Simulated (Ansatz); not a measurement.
# CoPdO2 (R-3m) in Ansatz: equation of state

How stiff is CoPdO2 in PBE, and what volume does it want? The cell is scaled to several volumes.

Everything below comes from runs of Ansatz 0.2.0. Logs are shortened: lines on timing, memory, paths and dates and some standing lists are left out, and cuts for length are marked.

## (1) The crystal as given

Symmetry: R-3m, No. 166, trigonal system. The conventional cell has a = 2.863 Å, b = 2.863 Å, c = 17.873 Å, α = 90.00°, β = 90.00°, γ = 120.00°. Pd (site symmetry -3m) is surrounded by 2 O at 2.01 Å. Co (site symmetry -3m) has 6 O at 1.92 Å as nearest neighbours. Around O (site symmetry 3m) lie 3 Co at 1.92 Å and 1 Pd at 2.01 Å.

The cell is a database's computed one.

## (2) Equation of state, PBE, collinear spin, ferromagnetic start

Potentials or basis: all-electron LAPW, scalar-relativistic.

No new run: the results of the series are fitted here.

Results:

| Item | Value |
| --- | --- |
| Equilibrium volume | 10.52 Å³/atom |
| Bulk modulus at fixed shape and positions | 212 GPa |
| Pressure derivative of the bulk modulus | 4.9 |

Energy against volume, from the lowest point:
| volume (Å³/atom) | energy (meV/atom) |
| --- | --- |
| 9.941 | 23.62 |
| 10.153 | 9.06 |
| 10.364 | 1.45 |
| 10.576 | 0.00 |
| 10.787 | 4.03 |
| 10.999 | 12.92 |
| 11.210 | 26.13 |

Caveat: the cell was scaled at fixed shape and fractional positions, which overstates the stiffness of a crystal with free parameters, most of all of layers and chains; the starting moments weren't kept.
